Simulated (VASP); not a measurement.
# Cu: convergence, self-consistent run

Cu, I4/mmm (no. 139), 1 atom in the cell. PBEsol; PAW potentials Cu (PBE set). VASP 6.6.1.

Wanted: energy within 10 meV/atom.

What the run is for: energy; Accuracy asked: screening.

POSCAR:
```
Cu
1.0
    0.0000000000      1.8075000000      1.8346125000
    1.8075000000      0.0000000000      1.8346125000
    1.8075000000      1.8075000000      0.0000000000
Cu
1
Direct
    0.0000000000      0.0000000000      0.0000000000
```

The series start from Plane-wave cutoff (eV): 380; Smearing width (eV): 0.1; k-point mesh: 17 × 17 × 17; Precision mode (PREC): Accurate; Electronic threshold (eV): 1e-6; Bands in all (NBANDS): 15; Aspherical gradient terms in the spheres (LASPH): yes; Electronic algorithm: ALGO=Normal; Delay and inner steps: defaults; Density mixing: defaults. Each series keeps the choices made before it, and each single choice may use up half of a tolerance.

## Plane-wave cutoff (eV)

| Plane-wave cutoff (eV) | Energy less reference (meV/atom) | SCF iterations | Time (s) |
|---|---|---|---|
| 240 | 211 | 11 | 9.4 |
| 300 | 0 | 12 | 16 |
| 340 | -6 | 12 | 14 |
| 380 | -2 | 12 | 13 |
| 440 | 1 | 12 | 26 |
| 520 | 0 | 12 | 35 |
| 620 (reference) | 0 | 11 | 34 |

Chosen: 380, the loosest value from which every tighter one stays within half of the tolerance.

## Smearing width (eV)

| Smearing width (eV) | Energy less reference (meV/atom) | SCF iterations | Time (s) |
|---|---|---|---|
| 0.4 | 0 | 12 | 16 |
| 0.3 | 0 | 12 | 15 |
| 0.2 | 0 | 12 | 13 |
| 0.15 | 0 | 12 | 13 |
| 0.1 | 0 | 12 | 13 |
| 0.05 (reference) | 0 | 12 | 13 |

Chosen: 0.4.

## k-point mesh

| k-point mesh | Energy less reference (meV/atom) | SCF iterations | Time (s) |
|---|---|---|---|
| 5 × 5 × 5 | -103 | 12 | 2.6 |
| 7 × 7 × 7 | -41 | 11 | 3.1 |
| 9 × 9 × 9 | -12 | 12 | 4.3 |
| 11 × 11 × 11 | -4 | 12 | 5.3 |
| 14 × 14 × 14 | 1 | 12 | 9.4 |
| 17 × 17 × 17 | 2 | 12 | 16 |
| 20 × 20 × 20 | 0 | 12 | 20 |
| 24 × 24 × 24 (reference) | 0 | 12 | 34 |

Chosen: 11 × 11 × 11.

## Precision mode (PREC)

| Precision mode (PREC) | Energy less reference (meV/atom) | SCF iterations | Time (s) |
|---|---|---|---|
| Low | -1 | 12 | 4.6 |
| SingleN | -18 | 12 | 4.1 |
| Normal | 0 | 12 | 4.2 |
| Accurate (reference) | 0 | 12 | 5.3 |

Chosen: Normal.

## Electronic threshold (eV)

| Electronic threshold (eV) | Energy less reference (meV/atom) | SCF iterations | Time (s) |
|---|---|---|---|
| 0.001 | 0 | 10 | 3.9 |
| 0.0001 | 0 | 10 | 3.7 |
| 1e-5 | 0 | 10 | 3.8 |
| 1e-6 | 0 | 12 | 4.2 |
| 1e-7 | 0 | 12 | 4.2 |
| 1e-8 (reference) | 0 | 14 | 4.4 |

Chosen: 0.001.

## Bands in all (NBANDS)

| Bands in all (NBANDS) | Energy less reference (meV/atom) | SCF iterations | Time (s) |
|---|---|---|---|
| 7 | 0 | 10 | 2.5 |
| 8 | 0 | 10 | 2.7 |
| 10 | 0 | 10 | 2.9 |
| 12 | 0 | 10 | 3.2 |
| 15 | 0 | 10 | 3.9 |
| 24 (reference) | 0 | 10 | 4.8 |

Chosen: 7.

## Aspherical gradient terms in the spheres (LASPH)

| Aspherical gradient terms in the spheres (LASPH) | Energy less reference (meV/atom) | SCF iterations | Time (s) |
|---|---|---|---|
| no | 0 | 10 | 2.2 |
| yes (reference) | 0 | 10 | 2.5 |

Chosen: no.

## Electronic algorithm

| Electronic algorithm | Energy less reference (meV/atom) | SCF iterations | Time (s) |
|---|---|---|---|
| ALGO=Normal | 0 | 10 | 2.2 |
| ALGO=Fast | 0 | 10 | 2.3 |
| ALGO=VeryFast | 0 | 16 | 2.3 |
| ALGO=All ISEARCH=1 | 0 | 13 | 3.0 |
| ALGO=All ISEARCH=0 | 0 | 13 | 2.7 |
| ALGO=Damped TIME=0.4 | 0 | 18 | 2.6 |
| ALGO=Damped TIME=0.1 | 1 | 24 | 3.1 |
| ALGO=Old Fast | 0 | 9 | 2.7 |

Chosen: ALGO=Normal; no other choice that stays within half of the tolerance saves 30 % of the time.

## Delay and inner steps

| Delay and inner steps | Energy less reference (meV/atom) | SCF iterations | Time (s) |
|---|---|---|---|
| defaults | 0 | 10 | 2.2 |
| NELMDL=-2 | 0 | 7 | 2.0 |
| NELMDL=-8 | 0 | 13 | 2.6 |
| NELMDL=-12 | 0 | 17 | 2.5 |
| NRMM=2 | 0 | 10 | 2.9 |
| NRMM=6 | 0 | 10 | 2.3 |
| WEIMIN=0.001 | 0 | 10 | 2.2 |

Chosen: defaults.

## Density mixing

| Density mixing | Energy less reference (meV/atom) | SCF iterations | Time (s) |
|---|---|---|---|
| defaults | 0 | 10 | 2.2 |
| MIXPRE=2 | 0 | 10 | 1.9 |
| BMIX=0.0001 | 0 | 10 | 2.4 |
| MIXPRE=0 | 0 | 10 | 2.5 |
| AMIX=0.1 | 0 | 10 | 2.2 |
| WC=0 | 0 | 11 | 2.5 |
| AMIX=0.4 AMIN=0.6 IMIX=2 | -3 | 15 | 2.7 |

Chosen: MIXPRE=2; it saves 0.3 s of 2.2, so defaults would do nearly as well.

## All choices together

| Input | Energy less reference (meV/atom) | Time (s) |
|---|---|---|
| the program's defaults (naive) | 64 | 1.7 |
| chosen settings | -5 | 1.9 |
| reference settings throughout | 0 | 165 |

The tolerance is met.

## The input

INCAR:
```
GGA = PS
ISMEAR = 1
SIGMA = 0.4
LWAVE = False
LCHARG = False
ISIF = 2
PREC = Normal
LASPH = False
LREAL = False
ALGO = Normal
EDIFF = 0.001
NELM = 120
GGA_COMPAT = False
ENCUT = 380
NBANDS = 7
MIXPRE = 2
```

KPOINTS:
```
Automatic mesh
0
Gamma
  11 11 11
  0 0 0
```

Commands:
```
cat potpaw_PBE.64/Cu/POTCAR > POTCAR
mpirun -np 1 vasp_std > vasp.out
```

The chosen input took VASP 6.6.1 1.9 s on 1 core (Intel Xeon Platinum 8559C (Emerald Rapids)), a shared host.

## An input that fails: one k point for a small cell

The electronic loop stops at its limit of 72 steps.

k mesh: 17 × 17 × 17 becomes 1 × 1 × 1.

Changes against the starting input:
```
- NELM = 120
+ NELM = 72
```
